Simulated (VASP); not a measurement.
# Si5Ge3 (C2) in VASP: relaxation of the atoms with PBEsol

Aim: the relaxation of the atoms of Si5Ge3 with PBEsol.

All numbers are computed with VASP 6.6.1; they aren't measurements. Logs are shortened: lines on timing, memory, paths and dates and some standing lists are left out, and cuts for length are marked.

## (1) The crystal as given

The structure is monoclinic, space group C2 (No. 5). The conventional cell has a = 7.687 Å, b = 7.687 Å, c = 11.173 Å, α = 90.00°, β = 90.00°, γ = 90.00°. Si (site symmetry 1) has 3 Si at 2.38 Å and 1 Ge at 2.38 Å as nearest neighbours. Around Si (site symmetry 1) lie 2 Si at 2.38 Å and 2 Ge at 2.38 Å. Around Si (site symmetry 1) lie 2 Si at 2.38 Å and 2 Ge at 2.38 Å. Si (site symmetry 1) is surrounded by 3 Si at 2.38 Å and 1 Ge at 2.38 Å. Si (site symmetry 1) has 3 Si at 2.38 Å and 1 Ge at 2.38 Å as nearest neighbours. Ge (site symmetry 1) has 2 Si at 2.38 Å and 2 Ge at 2.38 Å as nearest neighbours. Ge (site symmetry 1) has 3 Si at 2.38 Å and 1 Ge at 2.38 Å as nearest neighbours. Ge (site symmetry 1) is surrounded by 2 Si at 2.38 Å and 2 Ge at 2.38 Å.

The cell comes from a database or a generator and needn't be the stable form of this composition.

## (2) Relaxation of the atoms, PBEsol

Input file INCAR:

```
PREC = Accurate
ENCUT = 400
EDIFF = 1E-6
ISMEAR = 0
SIGMA = 0.02
LREAL = F
LASPH = T
NELM = 60
ALGO = Normal
ISIF = 2
LWAVE = F
LCHARG = F
GGA = PS
IBRION = 2
NSW = 40
EDIFFG = -0.01
```

Input file KPOINTS:

```
regular mesh
0
Gamma
  6 6 3
```

Input file POSCAR:

```
Si5Ge3
1.0
    5.4356200000      0.0000000000      0.0000000000
    0.0000000000      5.4356200000      0.0000000000
    0.0000000000      0.0000000000     11.1728600000
Si Ge
10 6
Direct
    0.0000000000      0.0000000000      0.0000000000
    0.0000000000      0.5000000000      0.2500000000
    0.7500000000      0.2500000000      0.3750000000
    0.7500000000      0.7500000000      0.1250000000
    0.0000000000      0.5000000000      0.7500000000
    0.5000000000      0.0000000000      0.7500000000
    0.5000000000      0.5000000000      0.5000000000
    0.2500000000      0.2500000000      0.6250000000
    0.2500000000      0.7500000000      0.8750000000
    0.7500000000      0.2500000000      0.8750000000
    0.5000000000      0.0000000000      0.2500000000
    0.5000000000      0.5000000000      0.0000000000
    0.2500000000      0.2500000000      0.1250000000
    0.2500000000      0.7500000000      0.3750000000
    0.0000000000      0.0000000000      0.5000000000
    0.7500000000      0.7500000000      0.6250000000
```

Potentials or basis: VASP PAW PBE potentials, release 64 (Si, Ge_d).

Launch:

```
$ cat potpaw_PBE.64/Si/POTCAR potpaw_PBE.64/Ge_d/POTCAR > POTCAR
$ mpirun -np 1 vasp_std > vasp.out
```

OUTCAR:

```text
PREC = Accurate
   ENCUT = 400
   EDIFF = 1E-6
   ISMEAR = 0
   LREAL = F
   LASPH = T
   NELM = 60
   ISIF = 2
   GGA = PS
   IBRION = 2
   NSW = 40
   EDIFFG = -0.01

 ion  position               nearest neighbor table
   1  0.000  0.000  0.000-   4 2.38   9 2.38  10 2.38  13 2.38
   2  0.000  0.500  0.250-   3 2.38   4 2.38  13 2.38  14 2.38
   3  0.750  0.250  0.375-   2 2.38   7 2.38  11 2.38  15 2.38
   4  0.750  0.750  0.125-   1 2.38   2 2.38  11 2.38  12 2.38
   5  0.000  0.500  0.750-   8 2.38   9 2.38  10 2.38  16 2.38
   6  0.500  0.000  0.750-   8 2.38   9 2.38  10 2.38  16 2.38
[... 8 lines left out ...]
  15  0.000  0.000  0.500-   3 2.38   8 2.38  14 2.38  16 2.38
  16  0.750  0.750  0.625-   5 2.38   6 2.38   7 2.38  15 2.38

  LATTYP: Found a simple tetragonal cell.
 ALAT       =     5.4356200000
 C/A-ratio  =     2.0554895302

  Lattice vectors:

 A1 = (   5.4356200000,   0.0000000000,   0.0000000000)
 A2 = (   0.0000000000,   5.4356200000,   0.0000000000)
 A3 = (   0.0000000000,   0.0000000000,  11.1728600000)

Analysis of symmetry for initial positions (statically):
=====================================================================
 Subroutine PRICEL returns:
 Original cell was already a primitive cell.

 Routine SETGRP: Setting up the symmetry group for a
 simple tetragonal supercell.

 Subroutine GETGRP returns: Found  2 space group operations
 (whereof  1 operations were pure point group operations)
 out of a pool of 16 trial point group operations.

The static configuration has the point symmetry C_1 .
 The point group associated with its full space group is C_2 .

Analysis of symmetry for dynamics (positions and initial velocities):
=====================================================================
 Subroutine PRICEL returns:
 Original cell was already a primitive cell.

 Routine SETGRP: Setting up the symmetry group for a
 simple tetragonal supercell.

 Subroutine GETGRP returns: Found  2 space group operations
 (whereof  1 operations were pure point group operations)
 out of a pool of 16 trial point group operations.

The dynamic configuration has the point symmetry C_1 .
 The point group associated with its full space group is C_2 .

 Subroutine INISYM returns: Found  2 space group operations
 (whereof  1 operations are pure point group operations),
 and found     1 'primitive' translations

----------------------------------------------------------------------------------------

[... 125 lines left out ...]
   NFREE  =      1    steps in history (QN), initial steepest desc. (CG)
   ISIF   =      2    stress and relaxation
   ISYM   =      2    0-nonsym 1-usesym 2-fastsym
   POTIM  = 0.5000    time-step for ionic-motion
   TEBEG  =    0.0;   TEEND  =   0.0 temperature during run
   PSTRESS=    0.0 pullay stress
   NELECT =     124.0000    total number of electrons
   NUPDOWN=      -1.0000    fix difference up-down
   EMIN   =  10.00;   EMAX   =-10.00  energy-range for DOS
   EFERMI =   0.00;   METHOD = LEGACY
   ISMEAR =     0;   SIGMA  =   0.02  broadening in eV -4-tet -1-fermi 0-gaus
   EFERMI_NEDOS =   21; number of points for ismear=-14 and -15
   IALGO  =     38    algorithm
   IMIX   =      4    mixing-type and parameters
     AMIX     =   0.40;   BMIX     =  1.00
     AMIX_MAG =   1.60;   BMIX_MAG =  1.00
  volume/ion in A,a.u.               =      20.63       139.23
  Fermi-wavevector in a.u.,A,eV,Ry     =   1.181212  2.232167 18.983692  1.395262
  Thomas-Fermi vector in A             =   2.317490
   LORBIT       =      0    0 simple, 1 ext, 2 COOP (PROOUT), +10 PAW based schemes
   GGA     = PS    functional components
   LHFCALC =     F    Hartree Fock is set to
   AEXX    =    0.0000 exact exchange contribution
   IVDW    =     0    specifies the selected vdW correction
   LEPSILON=     F    determine dielectric tensor
   LRPA    =     F    only Hartree local field effects (RPA)
 conjugate gradient relaxation of ions
 non-spin polarized calculation
 Gauss-broadening in eV      SIGMA  =   0.02
  energy-cutoff  :      400.00
  volume of cell :      330.11
 maximum number of plane-waves:      6020
   NGX = 17   NGY = 17   NGZ = 37

--------------------------------------- Ionic step        1  -------------------------------------------

 number of electron     124.0000261 magnetization

 Free energy of the ion-electron system (eV)
  ---------------------------------------------------
  ext. energy  EPLUGINS =         0.00000000
  ---------------------------------------------------
  free energy    TOTEN  =       -86.75213665 eV

  energy without entropy =      -86.75213665  energy(sigma->0) =      -86.75213665

------------------------ aborting loop because EDIFF is reached ----------------------------------------

  FORCE on cell =-STRESS in cart. coord.  units (eV):
  Direction    XX          YY          ZZ          XY          YZ          ZX
  --------------------------------------------------------------------------------------
  -------------------------------------------------------------------------------------
  Total        4.3554749      4.3554749     -0.8218930      0.0387608     -0.1215816     -0.1215816
  in kB       21.1389574     21.1389574     -3.9889935      0.1881226     -0.5900870     -0.5900866
  external PRESSURE =      12.7629738 kB  Pullay stress =       0.0000000 kB
[... 337 lines left out ...]
--------------------------------------- Ionic step        8  -------------------------------------------

 number of electron     124.0000003 magnetization

 Free energy of the ion-electron system (eV)
  ---------------------------------------------------
  ext. energy  EPLUGINS =         0.00000000
  ---------------------------------------------------
  free energy    TOTEN  =       -86.89226066 eV

  energy without entropy =      -86.89226066  energy(sigma->0) =      -86.89226066

 E-fermi :   5.7509     XC(G=0):  -9.8674

 val. band max:        5.6463993911   @ k =   0.0000   0.0000   0.0000
 cond. band min:       5.9260959151   @ k =   0.1667   0.0000   0.0000
 fundamental gap:      0.2796965240
 Fermi energy:         5.7509118097

 k-point     1 :       0.0000    0.0000    0.0000
  band No.  band energies     occupation
      1     -18.8845      2.00000
      2     -18.8666      2.00000
      3     -18.8515      2.00000
      4     -18.8255      2.00000
      5     -18.8071      2.00000
      6     -18.7624      2.00000
[... 1837 lines left out ...]
     73       9.2135      0.00000
     74       9.3101      0.00000

 [... further k-points ...]
[... 5 lines left out ...]
  --------------------------------------------------------------------------------------
  -------------------------------------------------------------------------------------
  Total        4.2810315      4.2810315     -0.8484734     -0.0132521      0.0686852      0.0686853
  in kB       20.7776521     20.7776521     -4.1179994     -0.0643179      0.3333583      0.3333588
  external PRESSURE =      12.4791016 kB  Pullay stress =       0.0000000 kB
[... 31 lines left out ...]
  FREE ENERGIE OF THE ION-ELECTRON SYSTEM (eV)
  ---------------------------------------------------
  free  energy   TOTEN  =       -86.8922606634 eV

  energy  without entropy=      -86.8922606634  energy(sigma->0) =      -86.89226066

 reached required accuracy - stopping structural energy minimisation
```

CONTCAR:

```text
Si5Ge3
   1.00000000000000
     5.4356200000000001    0.0000000000000000    0.0000000000000000
     0.0000000000000000    5.4356200000000001    0.0000000000000000
     0.0000000000000000    0.0000000000000000   11.1728600000000000
  Si              Ge
    10     6
Direct
     0.9968911466311913    0.9957582657801668    0.9971380703952076
     0.9930634474531811    0.5006517796533244    0.2494636358592063
     0.7493482203466756    0.2569365525468189    0.3755363641407937
     0.7566870660194035    0.7504820177797625    0.1233971701592788
     0.0041226606913428    0.4969208680566821    0.7517995910699790
     0.4960515543244915    0.0030690700401844    0.7518192479894804
[... 8 lines left out ...]
     0.0005914376980234    0.0073391506192103    0.5014944594517722
     0.7457626341364959    0.7466536374839713    0.6278877737304889

  0.00000000E+00  0.00000000E+00  0.00000000E+00
  0.00000000E+00  0.00000000E+00  0.00000000E+00
  0.00000000E+00  0.00000000E+00  0.00000000E+00
  0.00000000E+00  0.00000000E+00  0.00000000E+00
  0.00000000E+00  0.00000000E+00  0.00000000E+00
  0.00000000E+00  0.00000000E+00  0.00000000E+00
[... 8 lines left out ...]
  0.00000000E+00  0.00000000E+00  0.00000000E+00
  0.00000000E+00  0.00000000E+00  0.00000000E+00
```

Run time: 66 min. Hardware: 1 thread of Intel Xeon Platinum 8375C at 2.90GHz (Ice Lake), shared host; peak memory 0.57 GiB.

What came out:

```yaml
Free_energy: -86.8923 eV
Energy_gained_by_relaxing: 8.8 meV/atom
Ionic_steps: 8
Pressure_after_relaxing: 1.2 GPa
Largest_force_after_relaxing: 0.006 eV/Å
Band_gap_on_the_k_mesh: 0.28 eV, indirect (least direct gap 0.33 eV)
```

Forces in eV/Å, atoms in the order of the input:
```
Si   0.000  0.000 -0.006
Si  -0.002  0.004 -0.003
Si  -0.004  0.002  0.003
Si   0.001 -0.005  0.000
Si   0.001  0.001 -0.002
Si   0.004  0.004  0.000
Si   0.005 -0.001  0.000
Si   0.000  0.000  0.006
Si  -0.004 -0.004  0.000
Si  -0.001 -0.001  0.002
Ge  -0.001  0.004  0.001
Ge   0.001 -0.004 -0.003
Ge   0.000  0.000 -0.002
Ge  -0.004  0.001 -0.001
Ge   0.000  0.000  0.002
Ge   0.004 -0.001  0.003
```

Step by step:
| step | energy change (eV) | largest force (eV/Å) | pressure (GPa) |
| --- | --- | --- | --- |
| 1 | 0.0000 | 0.5380 | 1.28 |
| 2 | -0.1133 | 0.2084 | 1.23 |
| 3 | -0.1318 | 0.1551 | 1.23 |
| 4 | -0.1375 | 0.0582 | 1.24 |
| 5 | -0.1380 | 0.0640 | 1.24 |
| 6 | -0.1396 | 0.0343 | 1.24 |
| 7 | -0.1397 | 0.0367 | 1.24 |
| 8 | -0.1401 | 0.0056 | 1.25 |

Final structure:
```
Si Ge
1.0
     5.43562    0.00000    0.00000
     0.00000    5.43562    0.00000
     0.00000    0.00000   11.17286
Si Ge
10 6
Direct
  0.99689 0.99576 0.99714
  0.99306 0.50065 0.24946
  0.74935 0.25694 0.37554
  0.75669 0.75048 0.12340
  0.00412 0.49692 0.75180
  0.49605 0.00307 0.75182
  0.49952 0.49331 0.50160
  0.25424 0.25311 0.62786
  0.24693 0.75395 0.87318
  0.75308 0.24588 0.87320
  0.50732 0.99961 0.24949
  0.50335 0.50424 0.99711
  0.24266 0.24941 0.12351
  0.25039 0.74268 0.37551
  0.00059 0.00734 0.50149
  0.74576 0.74665 0.62789
```

Levels at points of the mesh, in eV from the valence-band top:
| k point | band 58 | band 59 | band 60 | band 61 | band 62 | band 63 | band 64 | band 65 | band 66 | band 67 |
| --- | --- | --- | --- | --- | --- | --- | --- | --- | --- | --- |
| (0.00, 0.00, 0.00) | -1.94 | -1.88 | -0.21 | -0.01 | 0.00 | 0.33 | 0.36 | 0.47 | 0.49 | 0.67 |
| (0.50, 0.00, 0.00) | -2.05 | -1.61 | -1.57 | -1.55 | -1.46 | 0.77 | 0.90 | 1.95 | 2.09 | 2.12 |
| (0.50, 0.50, 0.00) | -1.24 | -1.18 | -1.17 | -1.14 | -1.14 | 0.75 | 0.77 | 0.93 | 1.13 | 2.20 |

Caveat: the PAW data sets were made with another functional, which shifts forces and pressure a little; an odd mesh through Γ misses points on the zone boundary, where band edges often lie.
